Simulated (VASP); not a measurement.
A run of VASP 6.6.1 is set up as follows.

File POSCAR:

```
Ge
1.0
    0.0000000000      2.8383942277      2.8383942277
    2.8383942277      0.0000000000      2.8383942277
    2.8383942277      2.8383942277      0.0000000000
  Ge
     2
Direct
     0.0000000000000000    0.0000000000000000    0.0000000000000000
     0.2500000000000000    0.2500000000000000    0.2500000000000000
```

Contents of INCAR.step1:

```
ALGO     = Normal         # electronic algorithm
EDIFF    = 1E-8           # SCF threshold, eV
EDIFFG   = -0.002         # ionic threshold
ENCUT    = 600            # plane-wave cutoff, eV
IBRION   = 2              # ionic algorithm
ISIF     = 3              # what is computed and relaxed
ISMEAR   = 0              # smearing method
LASPH    = T              # aspherical terms in the spheres
LCHARG   = F              # write CHGCAR
LMIXTAU  = T            
LREAL    = F              # projectors in reciprocal space
LWAVE    = F              # write WAVECAR
METAGGA  = R2SCAN         # meta-GGA
NELM     = 80             # most SCF steps
NSW      = 40             # ionic steps
PREC     = Accurate       # precision mode
SIGMA    = 0.03           # smearing width, eV
```

File INCAR.step2:

```
ALGO     = Normal         # electronic algorithm
EDIFF    = 1E-8           # SCF threshold, eV
ENCUT    = 600            # plane-wave cutoff, eV
IBRION   = 6              # ionic algorithm
ISIF     = 3              # what is computed and relaxed
ISMEAR   = 0              # smearing method
LASPH    = T              # aspherical terms in the spheres
LCHARG   = F              # write CHGCAR
LMIXTAU  = T            
LREAL    = F              # projectors in reciprocal space
LWAVE    = F              # write WAVECAR
METAGGA  = R2SCAN         # meta-GGA
NELM     = 80             # most SCF steps
NFREE    = 2            
NSW      = 1              # ionic steps
POTIM    = 0.015          # step
PREC     = Accurate       # precision mode
SIGMA    = 0.03           # smearing width, eV
```

KPOINTS

```
k-points
0
Gamma
  10 10 10
```

Potentials or basis: VASP PAW PBE potentials, release 64 (Ge_d).

Run with:

```bash
$ cat potpaw_PBE.64/Ge_d/POTCAR > POTCAR
$ cp INCAR.step1 INCAR
$ mpirun -np 1 vasp_std > vasp.out
$ cp CONTCAR POSCAR
$ cp INCAR.step2 INCAR
$ mpirun -np 1 vasp_std > vasp.out
```

Problem. What does it give for the elastic constants C11, C12, C44?

Solution. 126, 44, 65 GPa.

Problem. Estimate the Voigt bulk modulus.

Solution. 71 GPa.

Problem. Estimate the highest phonon frequency at Γ.

Solution. 296 cm⁻¹.

Phonon frequencies in cm⁻¹ (negative: imaginary):
```csv
q point,frequencies
"(0.000, 0.000, 0.000)",0 0 0 296 296 296
```

Caveat: the PAW data sets were made with another functional, which shifts forces and pressure a little.
